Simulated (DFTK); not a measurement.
The system is Fe.

```xyz
1
Lattice="-1.4430 1.4430 1.4430 1.4430 -1.4430 1.4430 1.4430 1.4430 -1.4430" Properties=species:S:1:pos:R:3 pbc="T T T"
Fe    0.0000    0.0000    0.0000
```

Base run:

```yaml
Program: DFTK 0.8.2
Functional: r2SCAN
Potentials_or_basis: SG15 1.2 (PBE)
Cutoff: 1225 eV
k_mesh: 12 × 12 × 12
Occupations: fermi-dirac, width 0.05 eV
Spin: collinear spin, ferromagnetic start
Starting_moments: "[3.0] μB"
```

Its results: band gap on the k mesh none (metal or under the smearing width); pressure 0.9 GPa; net moment 2.81 μB per cell; site moments Fe +2.81 μB.

Question: The run is repeated on the same cell with these changes: functional from r2SCAN to LDA. What comes out?

Answer: Band gap on the k mesh none (metal or under the smearing width); pressure -26.8 GPa; net moment 2.29 μB per cell; site moments Fe +2.29 μB.

Caveats: the potentials were made for another functional, which shifts forces and pressure.
